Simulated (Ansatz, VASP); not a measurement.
# One calculation of AlN, two programs

The input POSCAR:

```
AlN
1.0
    0.0000000000      2.2277280781      2.2277280781
    2.2277280781      0.0000000000      2.2277280781
    2.2277280781      2.2277280781      0.0000000000
Al N
1 1
Direct
    0.0000000000      0.0000000000      0.0000000000
    0.7500000000      0.7500000000      0.7500000000
```

The input INCAR.step1:

```
SYSTEM = AlN
ALGO = Normal
EDIFF = 1E-4
ENCUT = 520
GGA = PE
ISMEAR = 0
LASPH = .TRUE.
LCHARG = .FALSE.
LREAL = .FALSE.
LWAVE = .TRUE.
NBANDS = 11
NELM = 80
PREC = Accurate
SIGMA = 0.01
```

Contents of INCAR.step2:

```
SYSTEM = AlN
ALGO = Normal
EDIFF = 1E-7
ENCUT = 520
ISIF = 2
ISMEAR = 0
ISTART = 1
LASPH = .TRUE.
LCHARG = .TRUE.
LELF = .TRUE.
LMIXTAU = .TRUE.
LREAL = .FALSE.
LVHAR = .TRUE.
LWAVE = .FALSE.
METAGGA = R2SCAN
NBANDS = 11
NELM = 80
PREC = Accurate
SIGMA = 0.01
```

File KPOINTS:

```
k-points
0
G
  8 8 8
  0 0 0
```

Input for Ansatz:

```yaml
crystal:
  lattice:
    - [0.0, 2.2277280781, 2.2277280781]
    - [2.2277280781, 0.0, 2.2277280781]
    - [2.2277280781, 2.2277280781, 0.0]
  atoms:
    - { symbol: Al, position: [0.0, 0.0, 0.0] }
    - { symbol: "N", position: [0.75, 0.75, 0.75] }
kpoints:
  mp_grid: { grid: [8, 8, 8] }
hamiltonian:
  xc: r2scan
scf:
  occupations: { method: fixed }
  n_extra_bands: 4
output:
  forces: true
  stress: true
  eigenvalues: true
```

Alike in both runs: task single point; functional r2SCAN; k mesh 8 × 8 × 8; no spin polarisation.

|  | VASP | Ansatz |
| --- | --- | --- |
| version | VASP 6.6.1 | Ansatz 0.2.0 |
| potentials or method | VASP PAW PBE potentials, release 64 (Al, N) | plane waves, PAW |
| plane-wave cutoff (eV) | 520 | 500 |
| occupations | gaussian, width 0.01 eV | fixed |
| valence electrons in the cell | 8 | 8 |

Ansatz gave:

| Item | Value |
| --- | --- |
| gap on the k mesh at the Fermi level (eV) | 3.89 |
| pressure (GPa) | -11.0 |

Question: Which values does VASP return?

Answer: gap on the k mesh at the Fermi level (eV): 3.89; pressure (GPa): -11.3.

Caveats: the PAW data sets were made with another functional, which shifts forces and pressure a little (VASP). r2SCAN opens gaps a little over a GGA but as a rule still falls short of measured ones. A k mesh can miss the band edges.
